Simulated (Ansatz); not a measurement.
**AlFe$_{2}$: which magnetic state is lowest?**

All numbers below come from Ansatz 0.2.0, DFT r2SCAN, scalar-relativistic, plane waves, PAW.

```
Al Fe
1.0
     4.13492    0.00000    0.00000
    -2.06746    3.58095    0.00000
     0.00000    0.00000    2.55220
Al Fe
1 2
Cartesian
  0.0000 0.0000 0.0000
  0.0000 2.3873 1.2761
  2.0675 1.1936 1.2761
```

```json
{
 "plane-wave cutoff": "500 eV",
 "Γ-centred k-mesh": "12×12×16",
 "occupation rule": "Gaussian smearing, 0.1 eV",
 "list of starting moments (μB, in atom order)": "0 4 4",
 "check for lower electronic states after the SCF": "off"
}
```

All runs keep this geometry, which isn't relaxed for the lowest state (largest force there 0.000 eV/Å, pressure 1.3 GPa; forces reach 0.37 eV/Å in another state) and needn't be a stable compound; relaxing each order would shift the differences by some 100 meV/atom, going by the pressures and a bulk modulus of about 150 GPa. A propagation vector, in units of the reciprocal vectors, doubles the cell, which takes an equally dense mesh. r2SCAN tends to overstate moments in metals, so a weak moment here may be absent in the real material. Site moments are spin moments in atom-centred spheres that scale with the neighbour distance. The states are those that the runs reached from these starts; a lower one can exist.

Q: Starts tried: no spin; ferromagnetic; antiferromagnetic, doubled cell, propagation vector (0, 1/2, 0). Which state comes out lowest, and what are the moments?

A: The lowest state is ferromagnetic, reached from the start “ferromagnetic”, with site moments (μB) Al -0.08, Fe +2.62 (×2).

```
                                                          start ends energy above lowest (meV/atom) site moments (μB) gap on mesh (eV) P (GPa)
                                                        no spin non-magnetic                             642                none over 0.05             metal    -19.4
                                                  ferromagnetic ferromagnetic                            0.00       Al -0.08, Fe +2.62 (×2) metal      1.3
antiferromagnetic, doubled cell, propagation vector (0, 1/2, 0) antiferromagnetic                            53.3  Fe +2.50 (×2), Fe -2.50 (×2) metal     -0.7
```

Cost: 3 runs of about 4.6 core-minutes in all, on Arm Neoverse V2 (shared hosts).